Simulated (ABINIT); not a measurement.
The system is BP.

```xyz
2
Lattice="0.0000 2.2690 2.2690 2.2690 0.0000 2.2690 2.2690 2.2690 0.0000" Properties=species:S:1:pos:R:3 pbc="T T T"
P     3.4035    3.4035    3.4035
B     0.0000    0.0000    0.0000
```

Base run:

| Property | Result |
| --- | --- |
| Program | ABINIT 10.8.3 (patched build) |
| Functional | WC |
| Potentials or basis | PseudoDojo NC SR PBEsol v0.4.1 standard |
| Cutoff | 1034 eV |
| k mesh | 10 × 10 × 10 |
| Occupations | fermi-dirac, width 0.05 eV |
| Spin | no spin polarisation |

Its results: band gap on the k mesh 1.17 eV, indirect (least direct gap 3.39 eV); pressure -1.6 GPa.

Task: The run is repeated on the same cell with these changes: functional from WC to AM05. What comes out?

Result: Band gap on the k mesh 1.14 eV, indirect (least direct gap 3.33 eV); pressure -2.2 GPa.

Caveats: the potentials were made for another functional, which shifts forces and pressure.
